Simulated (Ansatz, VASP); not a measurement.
**W in VASP and in Ansatz**

The input INCAR:

```
SYSTEM = W
  ALGO = Normal
  EDIFF = 1E-7
  EDIFFG = -0.01
  ENCUT = 600
  IBRION = 2
  ISIF = 3
  ISMEAR = -1
  LASPH = .True.
  LCHARG = .False.
  LMIXTAU = .True.
  LREAL = .False.
  LWAVE = .False.
  METAGGA = R2SCAN
  NELM = 100
  NSW = 60
  PREC = Accurate
  SIGMA = 0.05
```

KPOINTS

```
k-points
0
Gamma
  11 11 11
  0 0 0
```

POSCAR

```
W
1.0
    0.0000000000      2.0300000000      2.0300000000
    2.0300000000      0.0000000000      2.0300000000
    2.0300000000      2.0300000000      0.0000000000
W
1
Direct
    0.0000000000      0.0000000000      0.0000000000
```

Contents of input.yaml:

```yaml
crystal:
  lattice:
    - [0.0, 2.03, 2.03]
    - [2.03, 0.0, 2.03]
    - [2.03, 2.03, 0.0]
  atoms:
    - { symbol: W, position: [0.0, 0.0, 0.0] }
hamiltonian:
  xc: r2scan
  pseudopotentials: { kind: paw }
kpoints:
  mp_grid: { grid: [11, 11, 11] }
scf:
  occupations: { method: fermi_dirac, width: 0.05 }
output:
  forces: true
  stress: true
  eigenvalues: true
relax:
  f_tol: 0.01
  max_steps: 40
  cell: { stress_tol: 0.05 }
```

This isn't the form of W at room conditions, which is bcc.

Alike in both runs: task relaxation of cell and atoms; functional r2SCAN; k mesh 11 × 11 × 11; occupations fermi-dirac, width 0.05 eV; no spin polarisation.

|  | VASP | Ansatz |
| --- | --- | --- |
| version | VASP 6.6.1 | Ansatz 0.2.0 |
| potentials or method | VASP PAW PBE potentials, release 64 (W_sv) | Ansatz PAW |
| plane-wave cutoff (eV) | 600 | 500 |
| valence electrons in the cell | 14 | 14 |

```csv
,VASP,Ansatz,Ansatz less VASP
"gap on the k mesh at the Fermi level, each at its own relaxed structure (eV)",none,none,-
relaxed volume (Å³/atom),16.25,16.18,-0.062
relaxed cell length with the largest relative difference (Å),2.843,2.839,-0.0036
energy change over the relaxation (meV/atom),-13,-17,-3.4
```

A gap of «none» marks a metal or a gap that the smearing closes.

Caveats: the PAW data sets were made with another functional, which shifts forces and pressure a little (VASP); the plane-wave basis is chosen anew once the cell has moved, so the energies of steps on either side of that aren't comparable (Ansatz); the PAW data sets come from PBE, with cores solved anew for the run's functional, which leaves a small shift of forces and pressure (Ansatz). The runs have no spin-orbit coupling, so splittings on W are missing.
